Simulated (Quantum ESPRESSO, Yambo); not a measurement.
# BaS (Fm-3m): G0W0 with Yambo, start to end, part 2 of 3

How does a plane-wave GW calculation on BaS (Fm-3m) run from the first input to the gap?

Quantum ESPRESSO 7.5 and Yambo 5.3.0; PBE and many-body steps on it, plane waves. Known limits of the many-body steps: not at the basis limit; no spin-orbit coupling.

So far. Step 2 (Ground state): The gap is indirect, with the least direct gap 0.13 eV higher. Step 3 (Bands along the symmetry lines): The gap is 2.146 eV, as in the run before at this level.

## (4) Empty states on the mesh, 4×4×4 mesh, 776 bands

Level of this step: DFT, PBE, plane waves, norm-conserving pseudopotentials (Quantum ESPRESSO).

The sums over transitions need many empty states on a uniform mesh; this step solves for them.

The input, pw.in:

```
&control
  calculation = 'nscf'
  prefix = 'x'
  outdir = 'o'
  pseudo_dir = 'pseudo'
/
&system
  ibrav = 0
  nat = 2
  ntyp = 2
  ecutwfc = 40.0
  nbnd = 776
  force_symmorphic = .true.
/
&electrons
  conv_thr = 1e-9
  electron_maxstep = 80
  diago_full_acc = .true.
  diago_thr_init = 5e-6
/
ATOMIC_SPECIES
  Ba 137.33 Ba.upf
  S 32.06 S.upf
CELL_PARAMETERS angstrom
  0.0000000000 3.1937500000 3.1937500000
  3.1937500000 0.0000000000 3.1937500000
  3.1937500000 3.1937500000 0.0000000000
ATOMIC_POSITIONS crystal
  Ba 0.0000000000 0.0000000000 0.0000000000
  S 0.5000000000 0.5000000000 0.5000000000
K_POINTS automatic
  4 4 4 0 0 0
```

Launch:

```sh
$ OMP_NUM_THREADS=1 mpirun -n 4 pw.x -nk 4 -in pw.in > pw.out
```

Log:

```text
[banner, memory and clock lines left out]
Program PWSCF v.7.5 starts

     Atomic positions and unit cell read from directory:
     o/x.save/

     Message from routine setup:
     using ibrav=0 with symmetry is DISCOURAGED, use correct ibrav instead

     G-vector sticks info

     bravais-lattice index     =            0
     lattice parameter (alat)  =       8.5352  a.u.
     unit-cell volume          =     439.6725 (a.u.)^3
     number of atoms/cell      =            2
     number of atomic types    =            2
     number of electrons       =        16.00
     number of Kohn-Sham states=          776
     kinetic-energy cutoff     =      40.0000  Ry
     charge density cutoff     =     160.0000  Ry
     Exchange-correlation= PBE
                           (   1   4   3   4   0   0   0)

     celldm(1)=   8.535221  celldm(2)=   0.000000  celldm(3)=   0.000000
     celldm(4)=   0.000000  celldm(5)=   0.000000  celldm(6)=   0.000000

     crystal axes: (cart. coord. in units of alat)
               a(1) = (   0.000000   0.707107   0.707107 )
               a(2) = (   0.707107   0.000000   0.707107 )
               a(3) = (   0.707107   0.707107   0.000000 )

     reciprocal axes: (cart. coord. in units 2 pi/alat)
               b(1) = ( -0.707107  0.707107  0.707107 )
               b(2) = (  0.707107 -0.707107  0.707107 )
               b(3) = (  0.707107  0.707107 -0.707107 )
     Pseudo is Norm-conserving + core correction, Zval = 10.0
     Generated using ONCVPSP code by D. R. Hamann
     Using radial grid of 1958 points,  6 beta functions with:
     Pseudo is Norm-conserving + core correction, Zval =  6.0
     Generated using ONCVPSP code by D. R. Hamann
     Using radial grid of 1146 points,  6 beta functions with:
     Ba               10.00   137.33000     Ba( 1.00)
     S                 6.00    32.06000     S ( 1.00)

     48 Sym. Ops., with inversion, found

   Cartesian axes

     site n.     atom                  positions (alat units)
         1        Ba     tau(   1) = (   0.0000000   0.0000000   0.0000000  )
         2        S      tau(   2) = (   0.7071068   0.7071068   0.7071068  )

     number of k points=     8
                       cart. coord. in units 2pi/alat
        k(    1) = (   0.0000000   0.0000000   0.0000000), wk =   0.0312500
        k(    2) = (   0.1767767   0.1767767  -0.1767767), wk =   0.2500000
        k(    3) = (  -0.3535534  -0.3535534   0.3535534), wk =   0.1250000
[...]
k(    7) = (  -0.7071068   0.0000000   0.0000000), wk =   0.0937500
        k(    8) = (  -0.7071068   0.3535534   0.0000000), wk =   0.1875000

     Dense  grid:    15065 G-vectors     FFT dimensions: (  36,  36,  36)

     The potential is recalculated from file :
     o/x.save/charge-density

     Starting wfcs are    9 randomized atomic wfcs +  767 random wfcs

     Band Structure Calculation

     End of band structure calculation

          k = 0.0000 0.0000 0.0000 (  1893 PWs)   bands (ev):

   -20.1603  -5.2015  -5.2015  -5.2015  -4.4386   5.8941   5.8941   5.8941
     9.5199   9.8002   9.8002   9.8002  10.7242  10.7242  14.4498  20.6113
    20.6113  20.6113  22.6518  22.6518  22.6518  24.3456  24.3456  25.7206
[...]
[... 85 further rows ...]
[...]
k = 0.1768 0.1768-0.1768 (  1886 PWs)   bands (ev):

[...]
[... 85 further rows ...]
[...]
k =-0.3536-0.3536 0.3536 (  1892 PWs)   bands (ev):

[...]
[... 85 further rows ...]
   290.0477 290.0477 290.3738 290.5224 290.5224 290.9855 290.9855 293.1210
   293.1210 293.3423 293.3758 293.4953 293.4953 293.8022 294.1261 294.1261

          k = 0.3536 0.0000 0.0000 (  1876 PWs)   bands (ev):

     [... further k-points ...]

     highest occupied, lowest unoccupied level (ev):     5.8941    8.0404

     XML data file, pseudopotentials, collected wavefunctions
```

Elapsed: 1.9 min, on 4 MPI ranks of Arm Neoverse V1, shared host; peak memory 1.1 GiB.

This step gave:

```yaml
gap: 2.146 eV
k_of_the_valence_top: 0, 0, 0
k_of_the_conduction_bottom: 0, -0.5, -0.5
least_direct_gap: 2.272 eV
k_points_computed: 8
lowest_point_of_the_top_converged_band_above_the_valence_top: 287.0837 eV
```

On this mesh the gap is 2.146 eV.

## (5) Conversion and set-up

This step: Yambo 5.3.0; conversion and set-up on PBE, plane waves, norm-conserving pseudopotentials.

The states are converted to the many-body program's format and the q mesh is built.

Launch:

```sh
$ (cd o/x.save; p2y > p2y.log; mv SAVE ../..); yambo > setup.log
```

Log:

```text
 Yambo, version 5.3.0

 [02] CORE Variables Setup
 =========================

  [02.01] Unit cells
  ==================

  Cell kind             :  FCC
  Atoms in the cell     :  Ba  S
  number of Ba atoms    :  1
  number of S  atoms    :  1

  List of atomic masses
  Mass of Ba    :  137.3300
  Mass of S     :  32.06000

  List of atomic coordinates    : [cc]
  Ba1       :  0.000000  0.000000  0.000000  order 1
  S1       :  6.035313  6.035313  6.035313  order 2

  Alat factors          :  6.035313  6.035313  6.035313 [a.u.]
  Direct lattice volume :  439.6725 [a.u.]
  Direct lattice vectors:  A[ 1 ]  A[ 2 ]  A[ 3 ]
   A[ 1 ]:  0.000000  1.000000  1.000000  [iru]
   0.000000  6.035313  6.035313  [cc]
   A[ 2 ]:  1.000000  0.000000  1.000000  [iru]
   6.035313  0.000000  6.035313  [cc]
   A[ 3 ]:  1.000000  1.000000  0.000000  [iru]
   6.035313  6.035313  0.000000  [cc]

  Recip. lattice volume :  0.564170 [a.u.]
  Recip. lattice vectors:  B[ 1 ]  B[ 2 ]  B[ 3 ]
   B[ 1 ]: -0.500000  0.500000  0.500000  [iku]
  -0.520535  0.520535  0.520535  [cc]
   B[ 2 ]:  0.500000 -0.500000  0.500000  [iku]
   0.520535 -0.520535  0.520535  [cc]
   B[ 3 ]:  0.500000  0.500000 -0.500000  [iku]
   0.520535  0.520535 -0.520535  [cc]

  [02.02] Symmetries
  ==================

  Inversion symmetry    : yes
  Spatial inversion     : yes
  Inversion index       :  25
  K-space Time-reversal : no
  Magnetic symmetries   : no
  Group table correct   : yes
  Symmetries units      :  [cc]

   [S  1]:   1.0000      0.42301E-17  0.42301E-17  0.42301E-17   1.0000     -0.42301E-17 -0.42301E-17 -0.42301E-17   1.0000
   [S  2]:  -1.0000     -0.42301E-17  0.42301E-17 -0.42301E-17  -1.0000     -0.42301E-17  0.42301E-17  0.42301E-17   1.0000
   [S  3]:  -1.0000      0.42301E-17 -0.42301E-17 -0.42301E-17   1.0000      0.42301E-17  0.42301E-17 -0.42301E-17  -1.0000
[...]
[... 36 further rows ...]
   [S 47]:  0.42301E-17   1.0000     -0.42301E-17 -0.42301E-17  0.42301E-17  -1.0000       1.0000     -0.42301E-17  0.42301E-17
   [S 48]:  0.42301E-17  -1.0000      0.42301E-17 -0.42301E-17 -0.42301E-17   1.0000       1.0000      0.42301E-17 -0.42301E-17

  [02.03] Reciprocal space
  ========================

  nG shells         :  199
  nG charge         :  15065
  nG WFs            :  2413
  nC WFs            :  1893
  G-vecs. in first 19 shells:  [ Number ]
     1    9   15   27   51   59   65   89  113
    137   169   181   229   259   283   307   331   339
    387
  ...
  Shell energy in first 19 shells:  [ mHa ]
    0.00000      406.435      541.914      1083.83      1490.26      1625.74      2167.66      2574.09      2709.57
    3251.48      3657.92      4335.31      4741.75      4877.22      5419.14      5825.57      5961.05      6502.97
    6909.40
  ...

  [02.04] K-grid lattice
  ======================

  Compatible Grid is   : 3D
[...]
BZ  K-points                                      :   64

  K/Q-points units:
  rlu = crystal or reduced units; cc = cartesian coordinates; iku = interal k-units

  K [1]          [rlu]:  0.000000  0.000000  0.000000
         WF components:  1893
  K [2]          [rlu]:  0.74313E-17  0.74313E-17  0.25000
         WF components:  1886
  K [3]          [rlu]: -0.14863E-16 -0.14863E-16 -0.50000
         WF components:  1892
  K [4]          [rlu]:  0.74488E-17  0.25000      0.25000
         WF components:  1876
  K [5]          [rlu]:  0.54615E-17  0.25000     -0.50000
         WF components:  1872
  [... 2 further k-points ...]
  K [8]          [rlu]:  0.250000 -0.500000 -0.250000
         WF components:  1888

  [02.05] Energies & Occupations
  ==============================

  [X] === General ===
  [X] Electronic Temperature                        :  0.000000  0.000000 [eV K]
  [X] Bosonic    Temperature                        :  0.000000  0.000000 [eV K]
  [X] Finite Temperature mode                       : no
  [X] El. density                                   :  0.24558E+24 [cm-3]
  [X] Fermi Level                                   :  5.894091 [eV]

  [X] === Gaps and Widths ===
  [X] Conduction Band Min                           :  2.146280 [eV]
  [X] Valence Band Max                              :  0.000000 [eV]
  [X] Filled Bands                                  :   8
  [X] Empty Bands                                   :     9   776
  [X] Direct Gap                                    :  2.272370 [eV]
  [X] Direct Gap localized at k                     :   7
  [X] Indirect Gap                                  :  2.146280 [eV]
  [X] Indirect Gap between kpts                     :   1   7
  [X] Last valence band width                       :  1.057937 [eV]
  [X] 1st conduction band width                     :  3.430145 [eV]

  E @ K [1]:  [eV]
   -26.054      -11.096      -11.096      -11.096      -10.333     -0.86856E-12 -0.63140E-12   0.0000
    3.62583   3.90611   3.90611   3.90611   4.83013   4.83013   8.55574  14.71718
  occ @ K [1]
   2.000000  2.000000  2.000000  2.000000  2.000000  2.000000  2.000000  2.000000
[...]
E @ K [2]:  [eV]
[...]
occ @ K [2]
[...]
E @ K [3]:  [eV]
[...]
occ @ K [3]
[...]
E @ K [4]:  [eV]
[...]
occ @ K [4]
[...]
E @ K [5]:  [eV]
[...]
occ @ K [5]
[...]
[... 2 further k-points ...]
  E @ K [8]:  [eV]
[...]
occ @ K [8]
   2.000000  2.000000  2.000000  2.000000  2.000000  2.000000  2.000000  2.000000
   0.000000  0.000000  0.000000  0.000000  0.000000  0.000000  0.000000  0.000000

 [03] Transferred momenta grid and indexing
 ==========================================

 IBZ Q-points                                      :   8
 BZ  Q-points                                      :   64

 K/Q-points units:
 rlu = crystal or reduced units; cc = cartesian coordinates; iku = interal k-units

 Q [1]          [rlu]:  0.000000  0.000000  0.000000
 Q [2]          [rlu]:  0.74313E-17  0.74313E-17  0.25000
 Q [3]          [rlu]: -0.14863E-16 -0.14863E-16 -0.50000
[...]
Q [7]          [rlu]: -0.14898E-16 -0.50000     -0.50000
 Q [8]          [rlu]:  0.250000 -0.500000 -0.250000

  [03.01] X indexes
  =================

   [03.01.01] Sigma indexes
   ========================

 [06] Game Over & Game summary
```

The job ended after 2.2 s (1 MPI rank; peak memory 0.24 GiB).

[end of part 2 of 3]

[Paths, hosts, dates, memory and timing lines, banners, echoed tables and standing remarks are left out of the program output.]

[Logs are printed without paths, hosts, clocks, repeated set-up lines and the standing remarks that a program may print on its own settings, such as how far it seeks lower states.]

[Runs of the session that timed out or met a known fault of the program may be left out.]

[Hosts, paths, dates, database ids (printed as entryN), source tags and the programs' standing remarks are cut or masked in the printed files.]
